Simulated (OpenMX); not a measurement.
The system is Zn.

```
Zn
1.0
     2.67000    0.00000    0.00000
    -1.33500    2.31229    0.00000
     0.00000    0.00000    4.96600
Zn
2
Direct
  0.66667 0.33333 0.75000
  0.33333 0.66667 0.25000
```

Base run:

* Program: OpenMX 3.8.5
* Functional: LDA
* Potentials or basis: OpenMX 2013 LDA set, Zn6.0H-s3p2d2, grid cutoff 500 Ry
* k mesh: 9 × 9 × 5
* Occupations: fermi-dirac, width 0.05 eV
* Spin: no spin polarisation

Its results: pressure -9.8 GPa.

Q: The run is repeated on the same cell with these changes: functional from LDA to PBE; potentials or basis from OpenMX 2013 LDA set, Zn6.0H-s3p2d2, grid cutoff 500 Ry to OpenMX 2013 PBE set, Zn6.0H-s3p2d2, grid cutoff 500 Ry. What comes out?

A: Pressure 1.0 GPa.

Caveats: the basis of atomic orbitals isn't converged, which shifts pressures, moduli and gaps.
